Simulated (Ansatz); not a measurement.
Ag under changes of volume

One of the cells (17.806 Å³/atom); the others are scaled copies at fixed shape and fractional positions:

```
Ag
1.0
     2.93000    0.00000    0.00000
    -1.46500    2.53745    0.00000
     0.00000    0.00000    4.79000
Ag
2
Direct
  0.66667 0.33333 0.75000
  0.33333 0.66667 0.25000
```

This isn't the form of Ag at room conditions, which is fcc.

```yaml
Program: Ansatz 0.2.0
Functional: LDA
Potentials_or_basis: all-electron LAPW, scalar-relativistic
Cutoff: 233 eV (chosen from the basis error)
Basis_error_allowed: 0.001 eV/atom
k_mesh: 10 × 10 × 6
Occupations: fermi-dirac, width 0.05 eV
Spin: no spin polarisation
```

| volume (Å³/atom) | energy over the lowest point (meV/atom) | pressure (GPa) |
| --- | --- | --- |
| 16.738 | 0.00 | -4.9 |
| 17.094 | 13.32 | -7.0 |
| 17.450 | 31.05 | -8.9 |
| 17.806 | 52.59 | -10.5 |
| 18.162 | ? | ? |
| 18.518 | 104.98 | -13.0 |
| 18.875 | 134.95 | -14.0 |

Question: What does the run at 18.162 Å³/atom give?

Answer: Energy over the lowest point 77.39 meV/atom; pressure -11.8 GPa.

Worked out: A Birch-Murnaghan fit of order 3 (a polynomial in V^(-2/3)) to the other rows has no minimum within the range. It gives 77.40 meV/atom at 18.162 Å³/atom, against the run's 77.39, and -dE/dV = -11.8 GPa, against -11.8.

Energies are extrapolated to zero smearing.
